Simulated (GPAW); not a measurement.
The N K edge of atom 1 in BN (Qingsongite, F-43m), with 4 B at 1.57 Å (tetrahedral, site symmetry -43m), was computed in 2 ways: full core hole (charged cell) and no core hole. Program and functional: GPAW, LDA, Gaussian full width 0.9 eV up to 4 eV, rising linearly to 3.5 eV at 25 eV; cells of 2 and 16 atoms (the run without a hole in the smaller).

Each run is counted from its own lowest empty level or Fermi level and scaled to a mean of 1 over its first 20 eV.

```tsv
E (eV)	run 1	run 2
-2.0	0.00	0.00
-1.4	0.00	0.00
-0.8	0.00	0.00
-0.2	0.00	0.00
0.4	0.02	0.01
1.0	0.07	0.04
1.6	0.15	0.07
2.2	0.38	0.14
2.8	0.66	0.20
3.4	1.21	0.35
4.0	1.98	0.55
4.6	2.33	0.86
5.2	2.61	0.95
5.8	2.26	0.83
6.4	2.17	1.04
7.0	2.27	1.21
7.6	1.93	1.43
8.2	1.64	1.72
8.8	1.48	1.89
9.4	1.53	2.15
10.0	1.69	2.51
10.6	1.49	2.48
11.2	0.95	2.02
11.8	0.57	1.55
12.4	0.47	1.21
13.0	0.53	1.03
13.6	0.67	1.10
14.2	0.84	1.38
14.8	0.89	1.61
15.4	0.78	1.55
16.0	0.56	1.20
16.6	0.34	0.76
17.2	0.19	0.43
17.8	0.12	0.26
18.4	0.10	0.19
19.0	0.11	0.19
19.6	0.16	0.24
20.2	0.25	0.35
20.8	0.34	0.47
21.4	0.42	0.58
```

**Question.** Which run is which?

Run 1: full core hole (charged cell) (area from −2 to 6 eV 6.8, main maxima 5.2 eV (2.61), 6.9 eV (2.29), 10.1 eV (1.69) and 14.7 eV (0.89)). Run 2: no core hole (area from −2 to 6 eV 2.3, main maxima 5.0 eV (0.97), 10.3 eV (2.56) and 15.0 eV (1.63)). With each curve scaled to its own mean, the area from −2 to 6 eV with the hole is 6.8 against 2.3, and the centre of weight from −1 to 20 eV moves by -2.4 eV: the hole pulls the absorber's empty states down.

[Banner, clock and machine lines of the logs are left out without a mark of their own.]

[Logs are printed without paths, hosts, clocks, repeated set-up lines and the standing remarks that a program may print on its own settings, such as how far it seeks lower states.]

[Hosts, paths, dates, database ids (printed as entryN), source tags and the programs' standing remarks are cut or masked in the printed files.]

[Lists of maxima count a maximum above −3 eV only where it reaches 4 % of the highest in the window and stands out from its surroundings by 2 % of it (1.5 % where it reaches 55 %); shoulders and weaker maxima are passed over, and of the rest the first, up to two pre-edge ones and the few strongest are named.]
